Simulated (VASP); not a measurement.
Here is a VASP 6.6.1 calculation.

Contents of INCAR:

```
SYSTEM = Si
PREC = Accurate ; ENCUT = 520
EDIFF = 1E-6 ; ISMEAR = 0
SIGMA = 0.03 ; LREAL = .False.
LASPH = .True. ; NELM = 120
ALGO = Fast ; ISIF = 2
LWAVE = .False. ; LCHARG = .False.
LDIPOL = .True. ; IDIPOL = 3
DIPOL = 0.5 0.5 0.500 ; GGA = PS
IBRION = 2 ; NSW = 90
EDIFFG = -0.01 ; ISYM = 0
KPAR = 4
```

KPOINTS

```
regular mesh
0
Gamma
  4 7 1
  0 0 0
```

POSCAR

```
Si
1.0
    7.6872406800      0.0000000000      0.0000000000
    0.0000000000      3.8436203400      0.0000000000
    0.0000000000      0.0000000000     24.1124750000
Si
16
Direct
   -0.0936617000      0.0000000000      0.3151895400
    0.5936617000      1.0000000000      0.2903061600
    0.5000000000      0.5000000000      0.3591056100
    0.0000000000      0.5000000000      0.3591056100
    0.2500000000      0.5000000000      0.4154633600
    0.7500000000      0.5000000000      0.4154633600
    0.7500000000      1.0000000000      0.4718211200
    0.2500000000      0.0000000000      0.4718211200
    0.5000000000      0.0000000000      0.5281788800
    0.0000000000      0.0000000000      0.5281788800
    0.0000000000      0.5000000000      0.5845366400
    0.5000000000      0.5000000000      0.5845366400
    0.7500000000      0.5000000000      0.6408943900
    0.2500000000      0.5000000000      0.6408943900
    0.1563383000      0.0000000000      0.6848104600
    0.8436617000      0.0000000000      0.7096938400
```

Potentials or basis: VASP PAW PBE potentials, release 64 (Si).

The run is started by

```console
$ cat potpaw_PBE.64/Si/POTCAR > POTCAR
$ mpirun -np 4 vasp_std > vasp.out
```

Task: What does it give for the energy gained by relaxing?

Result: 97.1 meV/atom.

Task: Estimate the band gap on the k mesh.

Result: 0.33 eV, indirect (least direct gap 0.62 eV).

Final structure:
```cif
data_structure
_symmetry_space_group_name_H-M 'P 1'
_symmetry_Int_Tables_number 1
_cell_length_a 7.6872
_cell_length_b 3.8436
_cell_length_c 24.1125
_cell_angle_alpha 90.000
_cell_angle_beta 90.000
_cell_angle_gamma 90.000
_cell_volume 712.45
loop_
_atom_site_label
_atom_site_type_symbol
_atom_site_fract_x
_atom_site_fract_y
_atom_site_fract_z
_atom_site_occupancy
Si1 Si 0.85778 0.00000 0.33158 1
Si2 Si 0.57944 0.00000 0.29739 1
Si3 Si 0.52810 0.50000 0.35383 1
Si4 Si 0.99906 0.50000 0.36237 1
Si5 Si 0.27272 0.50000 0.40904 1
Si6 Si 0.74555 0.50000 0.42230 1
Si7 Si 0.75538 0.00000 0.47761 1
Si8 Si 0.27171 0.00000 0.46669 1
Si9 Si 0.50329 0.00000 0.53310 1
Si10 Si 0.02300 0.00000 0.52312 1
Si11 Si 0.01192 0.50000 0.57825 1
Si12 Si 0.50849 0.50000 0.59057 1
Si13 Si 0.77605 0.50000 0.64087 1
Si14 Si 0.24926 0.50000 0.64403 1
Si15 Si 0.10182 0.00000 0.67083 1
Si16 Si 0.81645 0.00000 0.69842 1
```

 A hybrid or GW would open this gap; PBEsol tends to underestimate it.
